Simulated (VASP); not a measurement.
# As (Pm-3m) in VASP: relaxation of cell and atoms with r2SCAN0

Aim: the relaxation of cell and atoms of As with r2SCAN0.

All numbers are computed with VASP 6.6.1; they aren't measurements. Logs are shortened: lines on timing, memory, paths and dates and some standing lists are left out, and cuts for length are marked.

## 1. The crystal as given

It takes space group Pm-3m (No. 221, cubic). Conventional cell: a = 2.704 Å, b = 2.704 Å, c = 2.704 Å, α = 90.00°, β = 90.00°, γ = 90.00°. Around As (site symmetry m-3m) lie 6 As at 2.70 Å.

This isn't the form of As at room conditions, which is rhombohedral.

## 2. Relaxation of cell and atoms, r2SCAN0

Input file POSCAR:

```
As
1.0
    2.7036817444      0.0000000000      0.0000000000
    0.0000000000      2.7036817444      0.0000000000
    0.0000000000      0.0000000000      2.7036817444
As
1
Direct
    0.5000000000      0.5000000000      0.5000000000
```

Input file INCAR.step1:

```
PREC = Accurate
ENCUT = 600
EDIFF = 1E-5
ISMEAR = 0
SIGMA = 0.05
LREAL = False
LASPH = True
NELM = 100
ALGO = Normal
LWAVE = True
LCHARG = False
GGA = PE
```

Input file INCAR.step2:

```
PREC = Accurate
ENCUT = 600
EDIFF = 1E-6
ISMEAR = 0
SIGMA = 0.05
LREAL = False
LASPH = True
NELM = 100
ALGO = Normal
ISIF = 3
LWAVE = False
LCHARG = False
METAGGA = R2SCAN
LHFCALC = True
AEXX = 0.25
LMIXTAU = True
PRECFOCK = Normal
HFRCUT = -1
IBRION = 2
NSW = 40
EDIFFG = -0.005
ISTART = 1
```

Input file KPOINTS:

```
regular mesh
0
Gamma
  5 5 5
```

Potentials or basis: VASP PAW PBE potentials, release 64 (As).

Started as:

```sh
cat potpaw_PBE.64/As/POTCAR > POTCAR
cp INCAR.step1 INCAR
mpirun -np 1 vasp_std > vasp.out
cp INCAR.step2 INCAR
mpirun -np 1 vasp_std > vasp.out
```

OUTCAR:

```text
PREC = Accurate
   ENCUT = 600
   EDIFF = 1E-6
   ISMEAR = 0
   LREAL = False
   LASPH = True
   NELM = 100
   ISIF = 3
   METAGGA = R2SCAN
   LHFCALC = True
   AEXX = 0.25
   PRECFOCK = Normal
   IBRION = 2
   NSW = 40
   EDIFFG = -0.005
   ISTART = 1

 ion  position               nearest neighbor table
   1  0.500  0.500  0.500-

  LATTYP: Found a simple cubic cell.
 ALAT       =     2.7036817444

  Lattice vectors:

 A1 = (   2.7036817444,   0.0000000000,   0.0000000000)
 A2 = (   0.0000000000,   2.7036817444,   0.0000000000)
 A3 = (   0.0000000000,   0.0000000000,   2.7036817444)

Analysis of symmetry for initial positions (statically):
=====================================================================
 Subroutine PRICEL returns:
 Original cell was already a primitive cell.

 Routine SETGRP: Setting up the symmetry group for a
 simple cubic supercell.

 Subroutine GETGRP returns: Found 48 space group operations
 (whereof 48 operations were pure point group operations)
 out of a pool of 48 trial point group operations.

The static configuration has the point symmetry O_h .

Analysis of symmetry for dynamics (positions and initial velocities):
=====================================================================
 Subroutine PRICEL returns:
 Original cell was already a primitive cell.

 Routine SETGRP: Setting up the symmetry group for a
 simple cubic supercell.

 Subroutine GETGRP returns: Found 48 space group operations
 (whereof 48 operations were pure point group operations)
 out of a pool of 48 trial point group operations.

The dynamic configuration has the point symmetry O_h .

 Subroutine INISYM returns: Found 48 space group operations
 (whereof 48 operations are pure point group operations),
 and found     1 'primitive' translations

----------------------------------------------------------------------------------------

                                     Primitive cell

  volume of cell :      19.7636

  direct lattice vectors                    reciprocal lattice vectors
     2.703681744  0.000000000  0.000000000     0.369866018  0.000000000  0.000000000
     0.000000000  2.703681744  0.000000000     0.000000000  0.369866018  0.000000000
     0.000000000  0.000000000  2.703681744     0.000000000  0.000000000  0.369866018

  length of vectors
     2.703681744  2.703681744  2.703681744     0.369866018  0.369866018  0.369866018

  position of ions in fractional coordinates (direct lattice)
     0.500000000  0.500000000  0.500000000

  ion indices of the primitive-cell ions
   primitive index   ion index
                 1           1

----------------------------------------------------------------------------------------

 KPOINTS: regular mesh

Automatic generation of k-mesh.
 Grid dimensions read from file:
 generate k-points for:    5    5    5

 Generating k-lattice:

  Cartesian coordinates                     Fractional coordinates (reciprocal lattice)
     0.073973204  0.000000000  0.000000000     0.200000000  0.000000000  0.000000000
     0.000000000  0.073973204  0.000000000     0.000000000  0.200000000  0.000000000
     0.000000000  0.000000000  0.073973204     0.000000000  0.000000000  0.200000000

  Length of vectors
     0.073973204  0.073973204  0.073973204

  Shift w.r.t. Gamma in fractional coordinates (k-lattice)
     0.000000000  0.000000000  0.000000000

 Subroutine IBZKPT returns following result:
 ===========================================

 Found     10 irreducible k-points:

 Following reciprocal coordinates:
            Coordinates               Weight
  0.000000  0.000000  0.000000      1.000000
  0.200000  0.000000  0.000000      6.000000
  0.400000  0.000000  0.000000      6.000000
  0.200000  0.200000  0.000000     12.000000
  0.400000  0.200000  0.000000     24.000000
  0.400000  0.400000  0.000000     12.000000
  0.200000  0.200000  0.200000      8.000000
  0.400000  0.200000  0.200000     24.000000
  0.400000  0.400000  0.200000     24.000000
  0.400000  0.400000  0.400000      8.000000
   k-points           NKPTS =     10   k-points in BZ     NKDIM =    125   number of bands    NBANDS=      6
   number of dos      NEDOS =    301   number of ions     NIONS =      1
   total plane-waves  NPLWV =  13824
   dimension x,y,z NGX =    24 NGY =   24 NGZ =   24
   dimension x,y,z NGXF=    48 NGYF=   48 NGZF=   48
   ions per type =               1
   NGX,Y,Z   is equivalent  to a cutoff of  14.76, 14.76, 14.76 a.u.
   NGXF,Y,Z  is equivalent  to a cutoff of  29.51, 29.51, 29.51 a.u.
 SYSTEM =  unknown system
   PREC   = accura    normal or accurate (medium, high low for compatibility)
   ISTART =      1    job   : 0-new  1-cont  2-samecut
   ICHARG =      0    charge: 1-file 2-atom 10-const
   ISPIN  =      1    spin polarized calculation?
   LNONCOLLINEAR =      F non collinear calculations
   LSORBIT =      F    spin-orbit coupling
   LASPH  =      T    aspherical Exc in radial PAW
   ENCUT  =  600.0 eV  44.10 Ry    6.64 a.u.   5.40  5.40  5.40*2*pi/ulx,y,z
   NELM   =    100;   NELMIN=  2; NELMDL=  0     # of ELM steps
   EDIFF  = 0.1E-05   stopping-criterion for ELM
   LREAL  =      F    real-space projection
   EDIFFG = -.5E-02   stopping-criterion for IOM
   NSW    =     40    number of steps for IOM
   IBRION =      2    ionic relax: 0-MD 1-quasi-New 2-CG
   NFREE  =      1    steps in history (QN), initial steepest desc. (CG)
   ISIF   =      3    stress and relaxation
   ISYM   =      3    0-nonsym 1-usesym 2-fastsym
   POTIM  = 0.5000    time-step for ionic-motion
   TEBEG  =    0.0;   TEEND  =   0.0 temperature during run
   PSTRESS=    0.0 pullay stress
   NELECT =       5.0000    total number of electrons
   NUPDOWN=      -1.0000    fix difference up-down
   EMIN   =  10.00;   EMAX   =-10.00  energy-range for DOS
   EFERMI =   0.00;   METHOD = LEGACY
   ISMEAR =     0;   SIGMA  =   0.05  broadening in eV -4-tet -1-fermi 0-gaus
   EFERMI_NEDOS =   21; number of points for ismear=-14 and -15
   IALGO  =     38    algorithm
   IMIX   =      1    mixing-type and parameters
     AMIX     =   0.40;   BMIX     =  1.00
     AMIX_MAG =   1.60;   BMIX_MAG =  1.00
  volume/ion in A,a.u.               =      19.76       133.37
  Fermi-wavevector in a.u.,A,eV,Ry     =   1.035403  1.956627 14.586243  1.072059
  Thomas-Fermi vector in A             =   2.169744
   LORBIT       =      0    0 simple, 1 ext, 2 COOP (PROOUT), +10 PAW based schemes
   METAGGA = R2SCAN    functional components
   LHFCALC =     T    Hartree Fock is set to
   PRECFOCK=normal    Normal, Fast or Accurate (Low or Medium for compatibility)
   ENCUT4O =  -1.0   cutoff for four orbital integrals eV
   NKREDX  =     1    reduce k-point grid by
   NKREDY  =     1    reduce k-point grid by
   NKREDZ  =     1    reduce k-point grid by
   AEXX    =    0.2500 exact exchange contribution
   HFSCREEN=    0.0000 screening length (either q_TF or 0.3 A-1)
   HFSCREENC=   0.0000 screening length for correlation (either q_TF or 0.3 A-1)
   ENCUTFOCK=  -1.0 apply spherical cutoff to Coloumb kernel
   IVDW    =     0    specifies the selected vdW correction
   LEPSILON=     F    determine dielectric tensor
   LRPA    =     F    only Hartree local field effects (RPA)
 conjugate gradient relaxation of ions
 non-spin polarized calculation
 Gauss-broadening in eV      SIGMA  =   0.05
  energy-cutoff  :      600.00
  volume of cell :       19.76
 maximum number of plane-waves:       691
 NGX is ok and might be reduce to    24
  NGX = 18; NGY = 18; NGZ = 18

--------------------------------------- Ionic step        1  -------------------------------------------

 number of electron       5.0000001 magnetization

 Free energy of the ion-electron system (eV)
  ---------------------------------------------------
  ext. energy  EPLUGINS =         0.00000000
  ---------------------------------------------------
  free energy    TOTEN  =       -13.48339136 eV

  energy without entropy =      -13.48278670  energy(sigma->0) =      -13.48308903

------------------------ aborting loop EDIFF was not reached (unconverged)  ----------------------------

  FORCE on cell =-STRESS in cart. coord.  units (eV):
  Direction    XX          YY          ZZ          XY          YZ          ZX
  --------------------------------------------------------------------------------------
  -------------------------------------------------------------------------------------
  Total       -0.2632470     -0.2632470     -0.2632470     -0.0000000      0.0000000     -0.0000000
  in kB      -21.3406313    -21.3406313    -21.3406313     -0.0000000      0.0000000     -0.0000000
  external PRESSURE =     -21.3406313 kB  Pullay stress =       0.0000000 kB

 VOLUME and BASIS-vectors are now :
 -----------------------------------------------------------------------------
  energy-cutoff  :      600.00
  volume of cell :       19.76
      direct lattice vectors                 reciprocal lattice vectors
     2.703681744  0.000000000  0.000000000     0.369866018  0.000000000  0.000000000
     0.000000000  2.703681744  0.000000000     0.000000000  0.369866018  0.000000000
     0.000000000  0.000000000  2.703681744     0.000000000  0.000000000  0.369866018
[... 11 lines left out ...]
  energy  without entropy=      -13.4827866965  energy(sigma->0) =      -13.48308903

--------------------------------------- Ionic step        2  -------------------------------------------

 number of electron       5.0000000 magnetization

------------------------ aborting loop because EDIFF is reached ----------------------------------------

  FORCE on cell =-STRESS in cart. coord.  units (eV):
  Direction    XX          YY          ZZ          XY          YZ          ZX
  --------------------------------------------------------------------------------------
  -------------------------------------------------------------------------------------
  Total        0.2077866      0.2077866      0.2077866      0.0000000      0.0000000     -0.0000000
  in kB       17.5030494     17.5030494     17.5030494      0.0000000      0.0000000     -0.0000000
  external PRESSURE =      17.5030494 kB  Pullay stress =       0.0000000 kB

 VOLUME and BASIS-vectors are now :
 -----------------------------------------------------------------------------
  energy-cutoff  :      600.00
  volume of cell :       19.02
      direct lattice vectors                 reciprocal lattice vectors
     2.669345709 -0.000000000 -0.000000000     0.374623638  0.000000000  0.000000000
    -0.000000000  2.669345709 -0.000000000     0.000000000  0.374623638 -0.000000000
    -0.000000000  0.000000000  2.669345709     0.000000000  0.000000000  0.374623638
[... 11 lines left out ...]
  energy  without entropy=      -13.4839828668  energy(sigma->0) =      -13.48428520

--------------------------------------- Ionic step        3  -------------------------------------------

 number of electron       5.0000000 magnetization

 Free energy of the ion-electron system (eV)
  ---------------------------------------------------
  ext. energy  EPLUGINS =         0.00000000
  ---------------------------------------------------
  free energy    TOTEN  =       -13.48625579 eV

  energy without entropy =      -13.48565112  energy(sigma->0) =      -13.48595346

 E-fermi :   5.9204     XC(G=0):  -8.6417

 val. band max:        5.8591511737   @ k =   0.2000   0.2000   0.0000
 cond. band min:       6.2779255686   @ k =   0.2000   0.2000   0.2000
 fundamental gap:      0.4187743950
 Fermi energy:         5.9203747555

 k-point     1 :       0.0000    0.0000    0.0000
  band No.  band energies     occupation
      1     -12.0120      2.00000
      2      11.2498      0.00000
      3      11.2549      0.00000
      4      11.2604      0.00000
      5      15.7001      0.00000
      6      15.7006      0.00000

 k-point     2 :       0.2000    0.0000    0.0000
  band No.  band energies     occupation
      1     -11.0581      2.00000
      2       4.2989      2.00000
      3      11.9281      0.00000
      4      11.9286      0.00000
      5      16.3686      0.00000
      6      18.3107      0.00000
[... 64 lines left out ...]
 k-point    10 :       0.4000    0.4000    0.4000
  band No.  band energies     occupation
      1      -2.4677      2.00000
      2       3.3270      2.00000
      3       3.3348      2.00000
      4       4.7633      2.00000
      5      13.4611      0.00000
      6      14.2536      0.00000

------------------------ aborting loop because EDIFF is reached ----------------------------------------

  FORCE on cell =-STRESS in cart. coord.  units (eV):
  Direction    XX          YY          ZZ          XY          YZ          ZX
  --------------------------------------------------------------------------------------
  -------------------------------------------------------------------------------------
  Total       -0.0002582     -0.0002582     -0.0002582      0.0000000      0.0000000      0.0000000
  in kB       -0.0213926     -0.0213926     -0.0213926      0.0000000      0.0000000      0.0000000
  external PRESSURE =      -0.0213926 kB  Pullay stress =       0.0000000 kB

 VOLUME and BASIS-vectors are now :
 -----------------------------------------------------------------------------
  energy-cutoff  :      600.00
  volume of cell :       19.34
      direct lattice vectors                 reciprocal lattice vectors
     2.684099407 -0.000000000 -0.000000000     0.372564443  0.000000000  0.000000000
    -0.000000000  2.684099407 -0.000000000     0.000000000  0.372564443 -0.000000000
    -0.000000000  0.000000000  2.684099407     0.000000000  0.000000000  0.372564443
[... 7 lines left out ...]
  FREE ENERGIE OF THE ION-ELECTRON SYSTEM (eV)
  ---------------------------------------------------
  free  energy   TOTEN  =       -13.4862557898 eV

  energy  without entropy=      -13.4856511243  energy(sigma->0) =      -13.48595346

 reached required accuracy - stopping structural energy minimisation
```

Run time: 9.2 min. Hardware: 1 thread of Intel Xeon Platinum 8488C (Sapphire Rapids), shared host; peak memory 0.15 GiB.

What came out:

- Free energy: -13.4863 eV
- Relaxed volume: 19.34 Å³/atom
- Relaxed cell: a = 2.684 Å, b = 2.684 Å, c = 2.684 Å, α = 90.00°, β = 90.00°, γ = 90.00°
- Space group after relaxing (to 0.05 Å): Pm-3m (No. 221)
- Energy gained by relaxing: 2.9 meV/atom
- Ionic steps: 3
- Pressure after relaxing: 0.0 GPa
- Band gap on the k mesh: none (metal or under the smearing width)

The path:
| step | energy change (eV) | largest force (eV/Å) | pressure (GPa) | volume (Å³) |
| --- | --- | --- | --- | --- |
| 1 | 0.0000 | 0.0000 | -2.13 | 19.76 |
| 2 | -0.0012 | 0.0000 | 1.75 | 19.02 |
| 3 | -0.0029 | 0.0000 | 0.00 | 19.34 |

Final structure:
```xyz
1
Lattice="2.6841 0.0000 0.0000 0.0000 2.6841 0.0000 0.0000 0.0000 2.6841" Properties=species:S:1:pos:R:3 pbc="T T T"
As    1.3420    1.3420    1.3420
```

Levels at points of the mesh, in eV from the Fermi level:
```csv
k point,band 1,band 2,band 3,band 4,band 5,band 6
"(0.00, 0.00, 0.00)",-17.93,5.33,5.33,5.34,9.78,9.78
```

Caveat: the k mesh is coarse (spacing up to 0.46 Å⁻¹), so the values aren't converged, least of all with exact exchange; the PAW data sets were made with another functional, which shifts forces and pressure a little.

## 3. The reference run

An earlier run on the cell as given: functional PBE; potentials or basis VASP PAW PBE potentials, release 64 (As); cutoff 520 eV; k mesh 10 × 10 × 10; occupations fermi-dirac, width 0.05 eV; no spin polarisation.

- Pressure: 2.4 GPa
- Band gap on the k mesh: none (metal or under the smearing width)
